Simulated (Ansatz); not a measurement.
## Molecular dynamics of ZrO2

input.yaml

```yaml
accuracy: low
crystal:
  lattice:
    - [5.065, 0.0, 0.0]
    - [0.0, 5.065, 0.0]
    - [0.0, 0.0, 5.065]
  atoms:
    - { symbol: Zr, position: [0.0, 0.0, 0.0] }
    - { symbol: O, position: [0.25, 0.25, 0.25] }
    - { symbol: O, position: [0.75, 0.75, 0.75] }
    - { symbol: Zr, position: [0.5, 0.5, 0.0] }
    - { symbol: O, position: [0.75, 0.75, 0.25] }
    - { symbol: O, position: [0.25, 0.25, 0.75] }
    - { symbol: Zr, position: [0.5, 0.0, 0.5] }
    - { symbol: O, position: [0.75, 0.25, 0.75] }
    - { symbol: O, position: [0.25, 0.75, 0.25] }
    - { symbol: Zr, position: [0.0, 0.5, 0.5] }
    - { symbol: O, position: [0.25, 0.75, 0.75] }
    - { symbol: O, position: [0.75, 0.25, 0.25] }
basis:
  ecutwfc: 420.0
kpoints:
  mp_grid: { grid: [2, 2, 2] }
hamiltonian:
  xc: pbe
  dispersion: d3bj
  pseudopotentials: { kind: paw, azcp: { folder: soft_1 } }
scf:
  occupations: { method: fermi_dirac, width: 0.17 }
  lower_state_search: "off"
md:
  timestep: 1.5
  n_steps: 300
  ensemble: nvt_nose_hoover
  temperature: 2000.0
  initial_velocities: maxwell_boltzmann
  seed: 175893
  nose_hoover: { tau: 200.0, chain_length: 5 }
```

Launched with:

```bash
$ ansatz run input.yaml --threads 1 --pin off --max-ram 3072MiB --backend cpu --events-out ev --progress --plain --runs-dir out
```

It starts from a structure without forces on its atoms.

Output, in part (step lines):

```
md step     0: t =     0.00 fs  T =  2000.0 K  F+E_penalty+E_count = -21298.28158259 eV  E_kin = 2.843720 eV  conserved = -21295.43786261 eV  (9 SCF iters)
[... lines left out ...]
```

The steps, from the saved trajectory:

```json
{"time (fs)": "0", "T (K)": "2000", "potential energy less start (eV)": "0.000", "conserved less start (meV/atom)": "0.00"}
{"time (fs)": "15", "T (K)": "680", "potential energy less start (eV)": "1.888", "conserved less start (meV/atom)": "0.86"}
{"time (fs)": "30", "T (K)": "1287", "potential energy less start (eV)": "1.030", "conserved less start (meV/atom)": "0.36"}
{"time (fs)": "45", "T (K)": "1168", "potential energy less start (eV)": "1.220", "conserved less start (meV/atom)": "0.37"}
{"time (fs)": "60", "T (K)": "990", "potential energy less start (eV)": "1.498", "conserved less start (meV/atom)": "0.42"}
{"time (fs)": "75", "T (K)": "1523", "potential energy less start (eV)": "0.776", "conserved less start (meV/atom)": "0.33"}
{"time (fs)": "90", "T (K)": "1272", "potential energy less start (eV)": "1.191", "conserved less start (meV/atom)": "0.48"}
{"time (fs)": "105", "T (K)": "1008", "potential energy less start (eV)": "1.612", "conserved less start (meV/atom)": "0.63"}
{"time (fs)": "120", "T (K)": "1552", "potential energy less start (eV)": "0.908", "conserved less start (meV/atom)": "0.47"}
{"time (fs)": "135", "T (K)": "1348", "potential energy less start (eV)": "1.280", "conserved less start (meV/atom)": "0.49"}
{"time (fs)": "150", "T (K)": "1054", "potential energy less start (eV)": "1.774", "conserved less start (meV/atom)": "0.51"}
{"time (fs)": "165", "T (K)": "1170", "potential energy less start (eV)": "1.681", "conserved less start (meV/atom)": "0.47"}
{"time (fs)": "180", "T (K)": "1596", "potential energy less start (eV)": "1.177", "conserved less start (meV/atom)": "0.58"}
{"time (fs)": "195", "T (K)": "1440", "potential energy less start (eV)": "1.531", "conserved less start (meV/atom)": "0.77"}
{"time (fs)": "210", "T (K)": "1854", "potential energy less start (eV)": "1.052", "conserved less start (meV/atom)": "0.38"}
{"time (fs)": "225", "T (K)": "1229", "potential energy less start (eV)": "2.061", "conserved less start (meV/atom)": "0.82"}
{"time (fs)": "240", "T (K)": "1379", "potential energy less start (eV)": "1.934", "conserved less start (meV/atom)": "0.67"}
{"time (fs)": "255", "T (K)": "1293", "potential energy less start (eV)": "2.152", "conserved less start (meV/atom)": "0.81"}
{"time (fs)": "270", "T (K)": "1679", "potential energy less start (eV)": "1.689", "conserved less start (meV/atom)": "0.72"}
{"time (fs)": "285", "T (K)": "1813", "potential energy less start (eV)": "1.596", "conserved less start (meV/atom)": "0.86"}
{"time (fs)": "300", "T (K)": "2129", "potential energy less start (eV)": "1.231", "conserved less start (meV/atom)": "0.49"}
{"time (fs)": "315", "T (K)": "1414", "potential energy less start (eV)": "2.314", "conserved less start (meV/atom)": "0.85"}
{"time (fs)": "330", "T (K)": "1835", "potential energy less start (eV)": "1.765", "conserved less start (meV/atom)": "0.57"}
{"time (fs)": "345", "T (K)": "1669", "potential energy less start (eV)": "2.053", "conserved less start (meV/atom)": "0.66"}
{"time (fs)": "360", "T (K)": "1415", "potential energy less start (eV)": "2.459", "conserved less start (meV/atom)": "0.91"}
{"time (fs)": "375", "T (K)": "2132", "potential energy less start (eV)": "1.480", "conserved less start (meV/atom)": "0.51"}
{"time (fs)": "390", "T (K)": "1699", "potential energy less start (eV)": "2.147", "conserved less start (meV/atom)": "0.87"}
{"time (fs)": "405", "T (K)": "1550", "potential energy less start (eV)": "2.400", "conserved less start (meV/atom)": "0.99"}
{"time (fs)": "420", "T (K)": "1540", "potential energy less start (eV)": "2.451", "conserved less start (meV/atom)": "0.77"}
{"time (fs)": "435", "T (K)": "2229", "potential energy less start (eV)": "1.511", "conserved less start (meV/atom)": "0.60"}
{"time (fs)": "450", "T (K)": "2084", "potential energy less start (eV)": "1.780", "conserved less start (meV/atom)": "0.93"}
```

All steps were run. The conserved energy stayed within 1.2 meV per atom of its start (net change 0.93 meV per atom), so the integration is sound. The mean temperature of the second half is 15 % below the set value. A run of 0.45 ps of so small a system gives no equilibrium averages. Limits of this set-up: coarse k mesh, low accuracy level.

Mean squared displacements from the first frame to the last, about the centre of mass: Zr 0.03 Å², O 0.10 Å².

Last frame:

```xyz
12
Lattice="5.0650 0.0000 0.0000 0.0000 5.0650 0.0000 0.0000 0.0000 5.0650" Properties=species:S:1:pos:R:3
Zr -0.050 0.146 0.022
O 1.320 1.396 1.248
O 3.702 3.595 3.566
Zr 2.590 2.623 -0.042
O 3.709 4.093 1.145
O 1.693 1.381 3.688
Zr 2.392 -0.169 2.580
O 3.986 1.148 3.621
O 1.188 3.744 1.487
Zr 0.068 2.362 2.611
O 1.153 3.807 3.842
O 3.873 1.690 1.055
```

Run time: 12 min on 1 thread of Arm Neoverse V2 (shared host), peak memory 0.45 GiB.
